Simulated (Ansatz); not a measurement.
Results of PBE-D3(BJ) (PAW; Ansatz, an electronic-structure program) for zinc-blende ZnTe.

Settings: plane-wave cutoff 520 eV, 10×10×10 k mesh, Fermi–Dirac smearing 0.01 eV, scalar-relativistic PAW data made under PBE.

Properties against volume:

```
V (Å³/atom)  P (GPa)  direct gap at Γ (eV)
-----------  -------  --------------------
26.465          3.52                 1.598
27.028          2.21                 1.492
27.591          1.04                 1.391
28.154          0.00                 1.293
28.717         -0.93                 1.199
29.280         -1.76                 1.110
29.843         -2.50                 1.023
```

A straight line through the gaps at Γ against ln V gives a volume deformation potential dE_g(Γ)/d ln V of -4.8 eV: the gap at Γ widens under compression.

Measured, for comparison: band gap 2.43 eV (zero-point renormalisation of 40 meV (experimental, the table's column) added back here, direct; inputs from Miglio et al. (2020), arXiv:2011.12765).

Spin–orbit coupling is not included; with these elements it can move the gap by several tenths of an eV or more.
